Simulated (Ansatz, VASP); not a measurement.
**CrO2 (e600): VASP beside Ansatz**

```
Cr O
1.0
     4.44417    0.00000    0.00000
     0.00000    4.44417    0.00000
     0.00000    0.00000    2.92088
Cr O
2 4
Direct
  0.00000 0.00000 0.00000
  0.50000 0.50000 0.50000
  0.30359 0.30359 0.00000
  0.19641 0.80359 0.50000
  0.69641 0.69641 0.00000
  0.80359 0.19641 0.50000
```

Alike in both runs: functional PBE; k mesh 8 × 8 × 12; occupations gaussian, width 0.1 eV; collinear spin.

Ansatz relaxed the structure, and its values are those at the end. VASP's run is a single point on that final structure, the one shown.

```csv
,VASP,Ansatz
version,VASP 6.6.1,Ansatz 0.2.0
potentials or method,"VASP PAW PBE potentials, release 64 (Cr_pv, O)","scalar-relativistic, plane waves, PAW"
plane-wave cutoff (eV),520,600
valence electrons in the cell,48,52
```

|  | VASP | Ansatz | Ansatz less VASP |
| --- | --- | --- | --- |
| gap on the k mesh at the Fermi level (eV) | none | none | - |
| pressure (GPa) | 0.7 | 0.0 | -0.65 |
| rms of the force components (eV/Å) | 0.010 | 0.000 | -0.0097 |
| net moment per atom (μB) | 0.67 | 0.67 | 0.000 |
| size of the moment on the site where the two differ most (μB) | 2.10 | 1.75 | -0.356 |

Site moments also hang on the region over which each program counts them. A gap of «none» marks a metal or a gap that the smearing closes. The functional is the same, so the differences come from potentials, cutoffs and numerics. The two sets of potentials don't hold the same shells in valence.

Caveats: semilocal functionals often make such compounds metallic where correlation or magnetic order opens a gap, which also shifts bond lengths.
